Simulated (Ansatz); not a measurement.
All numbers below come from DFT PBE, scalar-relativistic, plane waves, PAW (Ansatz). Settings: cutoff 420 eV, Γ-centred meshes spaced at most about 0.3 Å⁻¹, and about 0.25 Å⁻¹ or finer for metals (2π included), Gaussian smearing. No spin polarisation.

Temperature and zero-point effects are left out.

Compare these two cells of Zn7O, each relaxed at this level.

A. Space group P-62m (No. 189), hexagonal, a = 4.554 Å, c = 7.491 Å. Around Zn on a site of symmetry m lie 1 O at 2.21 Å and 7 Zn at 2.60–2.69 Å; Zn on a site of symmetry -62m is surrounded by 6 Zn at 2.67 Å; around O lie 6 Zn at 2.21 Å.

B. Space group P-31m (No. 162), trigonal, a = 4.562 Å, c = 7.459 Å. Around Zn on a site of symmetry m lie 1 O at 2.21 Å and 7 Zn at 2.60–2.70 Å; Zn on a site of symmetry -3m is surrounded by 6 Zn at 2.67 Å; O has 6 Zn at 2.21 Å.

Problem. Which would you expect to be lower, and how large is the difference?

Solution. They are level within the accuracy (1 meV/atom apart, with A the lower in these runs). A has space group P-62m (No. 189), 16.8 Å³/atom and no gap on its mesh; B has space group P-31m (No. 162), 16.8 Å³/atom and no gap. Both come from invented guesses. The lowest form computed isn't among them: it has space group P3m1 (No. 156), 14.9 Å³/atom and lies 146 meV/atom below the best shown.

The k mesh leaves some 4 meV/atom of noise in the energy of each metallic cell. Cells relaxed within their symmetry can be saddle points. Some types were kept out of the candidates beforehand, so the set may lack a known form.

The two cells are effectively degenerate, and the calculation does not establish an order between them. Their Zn–O and Zn–Zn distances and volumes almost coincide, and the site symmetries suggest that they differ mainly in how neighbouring groups of Zn atoms are turned relative to each other. Such a change should cost little here: oxide ions and filled Zn 3d shells have weak directional preferences, and the Zn 4s/4p electrons bind the metal diffusely. Oxygen can take up only a small share of the valence electrons in so zinc-rich a composition, so the absence of a gap is expected.

The preference for the P3m1 form, by contrast, is clearly resolved. Its smaller volume suggests that both cells pack zinc inefficiently around oxygen. The Zn–O contacts of 2.21 Å are also long compared with those in wurtzite ZnO, pointing to individually weak bonds. Whether even the P3m1 form would survive separation into zinc metal and ZnO remains undetermined.
